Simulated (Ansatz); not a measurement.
# Co: which structure wins at one pressure

Aim: bring Co in several structures (hcp, diamond, sc, simple hexagonal) to one pressure and rank them by enthalpy. The pressure is set by scaling the first phase. The runs shown use LAPW. Companion runs by PAW are cited.

Method: DFT, PBE, all-electron LAPW, scalar-relativistic, in Ansatz 0.2.0.

## Step 1: The structure to begin with

Symmetry: P6_3/mmc, No. 194, hexagonal system. The conventional cell has a = 2.107 Å, b = 2.107 Å, c = 3.414 Å, α = 90.00°, β = 90.00°, γ = 120.00°. Co (site symmetry -6m2) has 12 Co at 2.10 to 2.11 Å as nearest neighbours.

Structure file:

```
CELL_PARAMETERS angstrom
2.10750 0.00000 0.00000
-1.05375 1.82515 0.00000
0.00000 0.00000 3.41411
ATOMIC_POSITIONS crystal
Co 0.33333 0.66667 0.25000
Co 0.66667 0.33333 0.75000
```

Atoms are numbered in the order of the input: Co1, Co2.

## Step 2: Hcp relaxed under pressure, LAPW

input.yaml

```yaml
crystal:
  lattice:
    - [2.1074970863, 0.0, 0.0]
    - [-1.0537485432, 1.8251460152, 0.0]
    - [0.0, 0.0, 3.4141146229]
  atoms:
    - { symbol: Co, position: [0.3333333333, 0.6666666667, 0.25], spin: 1.7 }
    - { symbol: Co, position: [0.6666666667, 0.3333333333, 0.75], spin: 1.7 }
magnetization:
  spin_polarized: true
kpoints:
  mp_grid: { grid: [21, 21, 11] }
scf:
  occupations: { method: fermi_dirac, width: 0.08 }
hamiltonian:
  xc: pbe
  pseudopotentials: { kind: all_electron, lapw: { basis_error: 0.0005 } }
output:
  forces: true
  stress: true
  eigenvalues: true
relax:
  f_tol: 0.005
  max_steps: 12
  cell: { p_target: 330.0, stress_tol: 0.165 }
```

Started as:

```
> ansatz run input.yaml --threads 2 --pin off --max-ram 7168MiB --backend cpu --events-out ev --progress --plain --runs-dir out
```

Further steps of the session: Diamond relaxed under pressure, LAPW; Sc relaxed under pressure, LAPW; Simple hexagonal relaxed under pressure, LAPW.

What does the calculation give? Wanted: pressure; lowest (for each run or level that gives them).

As calculated:

| quantity | value |
| --- | --- |
| pressure | 330 GPa |
| lowest (LAPW) | hcp, 1324.6 meV/atom under simple hexagonal |
| lowest (PAW) | hcp, 1325.6 meV/atom under simple hexagonal |

**Reading.** By LAPW the order is hcp < simple hexagonal < sc < diamond. By PAW the order is hcp < simple hexagonal < sc < diamond. The methods agree on the lowest phase. Only these structures were tried, with electrons smeared by 0.08 eV and without vibrations, so the true ground state may be another. The k meshes differ between phases and weren't tested, which can move differences by some meV.
